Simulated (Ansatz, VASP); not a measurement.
# AlN in VASP and in Ansatz

Contents of INCAR:

```
  PREC = Accurate
  ENCUT = 520
  EDIFF = 1E-6
  ISMEAR = 0
  SIGMA = 0.01
  LREAL = F
  LASPH = T
  NELM = 80
  ALGO = Normal
  ISIF = 2
  LWAVE = F
  LCHARG = F
  NBANDS = 11
```

KPOINTS

```
regular mesh
0
Gamma
  10 10 10
```

The input POSCAR:

```
AlN
1.0
    2.1578910866      2.1578910866      0.0000000000
   -2.1578910866      2.1578910866      0.0000000000
    0.0000000000      2.1578910866      2.1578910866
Al N
1 1
Direct
    0.0000000000      0.0000000000      0.0000000000
    0.2500000000      0.7500000000      0.5000000000
```

Input for Ansatz:

```yaml
crystal:
  lattice:
    - [2.15789108658, 2.15789108658, 0.0]
    - [-2.15789108658, 2.15789108658, 0.0]
    - [0.0, 2.15789108658, 2.15789108658]
  atoms:
    - { symbol: Al, position: [0.0, 0.0, 0.0] }
    - { symbol: "N", position: [0.25, 0.75, 0.5] }
kpoints:
  mp_grid: { grid: [10, 10, 10] }
scf:
  occupations: { method: fixed }
  convergence: { dr2_threshold: 1.0e-10 }
hamiltonian:
  xc: lda
  pseudopotentials: { kind: all_electron, lapw: { basis_error: 0.0005 } }
output:
  forces: true
  stress: true
  eigenstates:
    kpoints:
      - [0.0, 0.0, 0.0]
      - [-0.5, 0.5, 0.0]
      - [-0.5, -0.5, -0.5]
      - [0.0, 0.0, -0.5]
      - [0.0, -0.5, -0.5]
      - [0.0, 0.5, 0.0]
      - [-0.5, 0.0, 0.0]
      - [-0.5, 0.0, -0.5]
  eigenvalues: true
```

Alike in both runs: task single point; functional LDA; k mesh 10 × 10 × 10; no spin polarisation.

```csv
,VASP,Ansatz
version,VASP 6.6.1,Ansatz 0.2.0
potentials or method,"VASP PAW LDA potentials, release 64 (Al, N)","all-electron LAPW, scalar-relativistic"
plane-wave cutoff (eV),520,see its input
occupations,"gaussian, width 0.01 eV",fixed
```

|  | VASP | Ansatz | Ansatz less VASP |
| --- | --- | --- | --- |
| gap on the k mesh at the Fermi level (eV) | 3.24 | 3.25 | +0.014 |
| pressure (GPa) | 4.7 | 4.0 | -0.68 |

Ansatz ran all-electron here, so the differences hold the error of VASP's frozen core and of both bases.

A k mesh can miss the band edges.
